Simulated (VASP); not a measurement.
# Pd (P6_3/mmc) in VASP: further runs, part 2 of 2

VASP 6.6.1.

**3. Single point, PBE**

Contents of INCAR:

```
SYSTEM = Pd
PREC = Accurate ; ENCUT = 400
EDIFF = 1E-6 ; ISMEAR = -1
SIGMA = 0.2 ; LREAL = .FALSE.
LASPH = .TRUE. ; NELM = 100
ALGO = Normal ; ISIF = 2
LWAVE = .FALSE. ; LCHARG = .FALSE.
GGA = PE ; ADDGRID = .FALSE.
```

Contents of KPOINTS:

```
Automatic mesh
0
G
  20 20 11
  0 0 0
```

Contents of POSCAR:

```
Pd
1.0
    2.7836650458      0.0000000000      0.0000000000
   -1.3918325229      2.4107246453      0.0000000000
    0.0000000000      0.0000000000      4.6288930000
Pd
2
Direct
    0.3333333333      0.6666666667      0.2500000000
    0.6666666667      0.3333333333      0.7500000000
```

Potentials or basis: VASP PAW PBE potentials, release 64 (Pd).

Command:

```bash
> cat potpaw_PBE.64/Pd/POTCAR > POTCAR
> mpirun -np 1 vasp_std > vasp.out
```

OUTCAR:

```text
SYSTEM = Pd
   PREC = Accurate
   ENCUT = 400
   EDIFF = 1E-6
   ISMEAR = -1
   LREAL = .FALSE.
   LASPH = .TRUE.
   NELM = 100
   ISIF = 2
   GGA = PE

 Found    264 irreducible k-points:

 Following reciprocal coordinates:
            Coordinates               Weight
  0.000000  0.000000  0.000000      1.000000
  0.050000  0.000000  0.000000      6.000000
  0.100000  0.000000  0.000000      6.000000
  0.150000  0.000000  0.000000      6.000000
  0.200000  0.000000  0.000000      6.000000
  0.250000  0.000000  0.000000      6.000000
   k-points           NKPTS =    264   k-points in BZ     NKDIM =    264   number of bands    NBANDS=     14
   number of dos      NEDOS =    301   number of ions     NIONS =      2
   total plane-waves  NPLWV =   9720
   dimension x,y,z NGX =    18 NGY =   18 NGZ =   30
   dimension x,y,z NGXF=    36 NGYF=   36 NGZF=   60
   ions per type =               2
   NGX,Y,Z   is equivalent  to a cutoff of  10.75, 10.75, 10.77 a.u.
   NGXF,Y,Z  is equivalent  to a cutoff of  21.50, 21.50, 21.55 a.u.
 SYSTEM =  Pd
   PREC   = accura    normal or accurate (medium, high low for compatibility)
   ISTART =      0    job   : 0-new  1-cont  2-samecut
   ICHARG =      2    charge: 1-file 2-atom 10-const
   ISPIN  =      1    spin polarized calculation?
   LNONCOLLINEAR =      F non collinear calculations
   LSORBIT =      F    spin-orbit coupling
   LASPH  =      T    aspherical Exc in radial PAW
   ENCUT  =  400.0 eV  29.40 Ry    5.42 a.u.   4.54  4.54  7.55*2*pi/ulx,y,z
   NELM   =    100;   NELMIN=  2; NELMDL= -5     # of ELM steps
   EDIFF  = 0.1E-05   stopping-criterion for ELM
   LREAL  =      F    real-space projection
   EDIFFG = 0.1E-04   stopping-criterion for IOM
   NSW    =      0    number of steps for IOM
   IBRION =     -1    ionic relax: 0-MD 1-quasi-New 2-CG
   NFREE  =      0    steps in history (QN), initial steepest desc. (CG)
   ISIF   =      2    stress and relaxation
   ISYM   =      2    0-nonsym 1-usesym 2-fastsym
   POTIM  = 0.5000    time-step for ionic-motion
   TEBEG  =    0.0;   TEEND  =   0.0 temperature during run
   PSTRESS=    0.0 pullay stress
   NELECT =      20.0000    total number of electrons
   NUPDOWN=      -1.0000    fix difference up-down
   EMIN   =  10.00;   EMAX   =-10.00  energy-range for DOS
   EFERMI =   0.00;   METHOD = LEGACY
   ISMEAR =    -1;   SIGMA  =   0.20  broadening in eV -4-tet -1-fermi 0-gaus
   EFERMI_NEDOS =   21; number of points for ismear=-14 and -15
   IALGO  =     38    algorithm
   IMIX   =      4    mixing-type and parameters
     AMIX     =   0.40;   BMIX     =  1.00
     AMIX_MAG =   1.60;   BMIX_MAG =  1.00
  volume/ion in A,a.u.               =      15.53       104.81
  Fermi-wavevector in a.u.,A,eV,Ry     =   1.413636  2.671385 27.189429  1.998367
  Thomas-Fermi vector in A             =   2.535261
   LORBIT       =      0    0 simple, 1 ext, 2 COOP (PROOUT), +10 PAW based schemes
   GGA     = PE    functional components
   LHFCALC =     F    Hartree Fock is set to
   AEXX    =    0.0000 exact exchange contribution
   IVDW    =     0    specifies the selected vdW correction
   LEPSILON=     F    determine dielectric tensor
   LRPA    =     F    only Hartree local field effects (RPA)
 non-spin polarized calculation
  energy-cutoff  :      400.00
  volume of cell :       31.06
 maximum number of plane-waves:       586
   NGX =  9   NGY =  9   NGZ = 15

 number of electron      19.9999992 magnetization

 Free energy of the ion-electron system (eV)
  ---------------------------------------------------
  ext. energy  EPLUGINS =         0.00000000
  ---------------------------------------------------
  free energy    TOTEN  =       -10.62582554 eV

  energy without entropy =      -10.21527315  energy(sigma->0) =      -10.42054934

 E-fermi :   9.0450     XC(G=0): -12.8643

 val. band max:        9.0414300432   @ k =   0.4500   0.0500   0.1818
 cond. band min:       9.0462133395   @ k =   0.3500   0.1000   0.3636
 fundamental gap:      0.0047832962
 Fermi energy:         9.0450239999

 k-point     1 :       0.0000    0.0000    0.0000
  band No.  band energies     occupation
      1       2.1887      2.00000
      2       4.0197      2.00000
      3       6.2249      2.00000
      4       6.4241      2.00000
      5       6.4241      2.00000
      6       6.7510      1.99998
      7       6.7510      1.99998
      8       7.3750      1.99953
      9       7.3750      1.99953
     10       8.7042      1.69214
     11       8.7042      1.69214
     12       9.9135      0.02567
     13      15.5892      0.00000
     14      26.0161      0.00000

 k-point     2 :       0.0500    0.0000    0.0000
  band No.  band energies     occupation
      1       2.2675      2.00000
      2       4.0759      2.00000
      3       6.1757      2.00000
      4       6.4654      1.99999
      5       6.4755      1.99999
      6       6.7252      1.99998
      7       6.7987      1.99997
      8       7.3203      1.99964
      9       7.3425      1.99960
     10       8.3385      1.94321
     11       8.7185      1.67309
     12      10.3744      0.00259
     13      15.5921      0.00000
     14      26.0358      0.00000

 k-point     3 :       0.1000    0.0000    0.0000
  band No.  band energies     occupation
      1       2.4985      2.00000
      2       4.2334      2.00000
      3       6.0572      2.00000
      4       6.5485      1.99999
      5       6.6269      1.99999
      6       6.6799      1.99999
      7       6.9383      1.99995
      8       7.1163      1.99987
      9       7.2526      1.99974
     10       7.8173      1.99569
     11       8.7552      1.61967
     12      11.2227      0.00004
     13      15.6039      0.00000
     14      25.8809      0.00000

 k-point     4 :       0.1500    0.0000    0.0000
  band No.  band energies     occupation
      1       2.8637      2.00000
      2       4.4529      2.00000
      3       5.9177      2.00000
      4       6.4989      1.99999
      5       6.7029      1.99998
      6       6.8123      1.99997
      7       6.8703      1.99996
      8       7.1236      1.99987
      9       7.1618      1.99984
     10       7.4824      1.99919
     11       8.8017      1.54292
     12      12.1841      0.00000
     13      15.6338      0.00000
     14      24.8763      0.00000

 k-point     5 :       0.2000    0.0000    0.0000
  band No.  band energies     occupation
      1       3.3249      2.00000
      2       4.6468      2.00000
      3       5.8385      2.00000
      4       6.2027      2.00000
      5       6.4047      2.00000
      6       6.9751      1.99994
      7       7.0905      1.99989
      8       7.1917      1.99981
      9       7.2705      1.99972
     10       7.4553      1.99929
     11       8.8473      1.45764
     12      13.2076      0.00000
     13      15.6981      0.00000
     14      23.2298      0.00000

 k-point     6 :       0.2500    0.0000    0.0000
  band No.  band energies     occupation
      1       3.8067      2.00000
      2       4.6977      2.00000
      3       5.7335      2.00000
      4       5.9222      2.00000
      5       6.3756      2.00000
      6       6.8240      1.99997
      7       7.0939      1.99988
      8       7.4900      1.99916
      9       7.5690      1.99875
     10       7.7985      1.99608
     11       8.8854      1.37911
     12      14.2706      0.00000
     13      15.8169      0.00000
     14      21.4292      0.00000

 [... further k-points ...]
[... 5 lines left out ...]
  --------------------------------------------------------------------------------------
  -------------------------------------------------------------------------------------
  Total       -0.1280529     -0.1280529     -0.3623806     -0.0000000     -0.0000000      0.0000000
  in kB       -6.6047798     -6.6047798    -18.6910553     -0.0000000     -0.0000000      0.0000000
  external PRESSURE =     -10.6335383 kB  Pullay stress =       0.0000000 kB

 VOLUME and BASIS-vectors are now :
 -----------------------------------------------------------------------------
  energy-cutoff  :      400.00
  volume of cell :       31.06
      direct lattice vectors                 reciprocal lattice vectors
     2.783665046  0.000000000  0.000000000     0.359238624  0.207406516  0.000000000
    -1.391832523  2.410724645  0.000000000     0.000000000  0.414813032  0.000000000
     0.000000000  0.000000000  4.628893000     0.000000000  0.000000000  0.216034374

 POSITION                                       TOTAL-FORCE (eV/Angst)
 -----------------------------------------------------------------------------------
     -0.00000      1.60715      1.15722         0.000000     -0.000000      0.000000
      1.39183      0.80357      3.47167        -0.000000      0.000000      0.000000
 -----------------------------------------------------------------------------------
    total drift:                               -0.000000      0.000000     -0.000000

  FREE ENERGIE OF THE ION-ELECTRON SYSTEM (eV)
  ---------------------------------------------------
  free  energy   TOTEN  =       -10.6258255410 eV

  energy  without entropy=      -10.2152731464  energy(sigma->0) =      -10.42054934
```

OSZICAR:

```text
N       E                     dE             d eps       ncg     rms          rms(c)
DAV:   1     0.907325521700E+02    0.90733E+02   -0.91544E+03  7416   0.113E+03
DAV:   2    -0.981039370942E+01   -0.10054E+03   -0.95808E+02  7986   0.254E+02
DAV:   3    -0.111364398591E+02   -0.13260E+01   -0.13185E+01  8964   0.339E+01
DAV:   4    -0.111439495049E+02   -0.75096E-02   -0.75092E-02  8508   0.241E+00
DAV:   5    -0.111440674427E+02   -0.11794E-03   -0.11794E-03  8928   0.326E-01    0.967E+00
DAV:   6    -0.106476593722E+02    0.49641E+00   -0.14624E+00  7674   0.132E+01    0.478E+00
DAV:   7    -0.106311476073E+02    0.16512E-01   -0.96333E-03  8574   0.841E-01    0.244E+00
DAV:   8    -0.106258122612E+02    0.53353E-02   -0.14734E-03  7908   0.323E-01    0.739E-02
DAV:   9    -0.106258169541E+02   -0.46929E-05   -0.25016E-05  9120   0.460E-02    0.162E-02
DAV:  10    -0.106258261456E+02   -0.91914E-05   -0.45015E-06  8178   0.218E-02    0.533E-03
DAV:  11    -0.106258255410E+02    0.60454E-06   -0.11472E-07  4638   0.407E-03
   1 F= -.10625826E+02 E0= -.10420549E+02  d E =-.410552E+00
```

It took 25 s on 1 thread of AMD EPYC 9R45 (Zen 5), shared host; peak memory 0.15 GiB.

The run converged, but some of its settings lie outside the range that counts as converged, so its numbers aren't taken as properties of the crystal.

What came out:

- Free energy: -10.6258 eV
- Pressure: -1.1 GPa
- Band gap on the k mesh: none (metal or under the smearing width)

**4. For comparison**

An earlier run on the cell as given: functional PBEsol; potentials or basis VASP PAW PBE potentials, release 64 (Pd); cutoff 520 eV; k mesh 11 × 11 × 6; occupations fermi-dirac, width 0.05 eV; no spin polarisation.

* Pressure: -10.6 GPa
* Band gap on the k mesh: none (metal or under the smearing width)
